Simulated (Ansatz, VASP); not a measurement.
**FePt: VASP beside Ansatz**

File INCAR:

```
PREC = Accurate ; ENCUT = 520
EDIFF = 1E-6 ; ISMEAR = 0
SIGMA = 0.1 ; LREAL = False
LASPH = True ; NELM = 150
ALGO = Normal ; ISIF = 2
LWAVE = False ; LCHARG = False
ISPIN = 2 ; MAGMOM = 4 0
LORBIT = 11 ; LMAXMIX = 4
GGA = PE ; NBANDS = 20
```

Contents of KPOINTS:

```
regular mesh
0
Gamma
  6 6 6
```

The input POSCAR:

```
FePt
1.0
    2.9752993600      0.0000000000      0.0000000000
   -1.4876496800      2.5766848300      0.0000000000
    0.0000000000      0.0000000000      2.8965876900
Fe Pt
1 1
Direct
    0.6666666700      0.3333333300      0.5000000000
    0.0000000000      0.0000000000      0.0000000000
```

Input for Ansatz:

```yaml
crystal:
  lattice:
    - [2.97529936, 0.0, 0.0]
    - [-1.48764968, 2.57668483, 0.0]
    - [0.0, 0.0, 2.89658769]
  atoms:
    - { symbol: Fe, position: [0.66666667, 0.33333333, 0.5], spin: 4.0 }
    - { symbol: Pt, position: [0.0, 0.0, 0.0] }
basis:
  ecutwfc: 420
kpoints:
  mp_grid: { grid: [6, 6, 6] }
hamiltonian:
  xc: pbe
scf:
  occupations: { method: gaussian, width: 0.1 }
  lower_state_search: "off"
output:
  forces: true
  stress: true
  eigenvalues: true
  populations: true
magnetization:
  spin_polarized: true
```

Change from the starting cell: species swapped into the WC type (P-6m2, No. 187).

Alike in both runs: task single point; functional PBE; k mesh 6 × 6 × 6; occupations gaussian, width 0.1 eV; collinear spin.

```csv
,VASP,Ansatz
version,VASP 6.6.1,Ansatz 0.2.0
potentials or method,"VASP PAW PBE potentials, release 64 (Fe, Pt)","scalar-relativistic, plane waves, PAW"
plane-wave cutoff (eV),520,420
valence electrons in the cell,18,34
```

|  | VASP | Ansatz | Ansatz less VASP |
| --- | --- | --- | --- |
| gap on the k mesh at the Fermi level (eV) | none | none | - |
| net moment per atom (μB) | 0.77 | 0.77 | +0.001 |
| size of the moment on the site where the two differ most (μB) | 1.37 | 1.33 | -0.032 |

Site moments also hang on the region over which each program counts them. A gap of «none» marks a metal or a gap that the smearing closes. The two sets of potentials don't hold the same shells in valence.

Caveats: the k mesh is coarse (spacing up to 0.41 Å⁻¹), so the values aren't converged; the moment fell far below its start of 4 μB, so a state of higher moment may lie lower in energy (VASP). Spin-orbit coupling is left out, which matters for the levels of Pt.
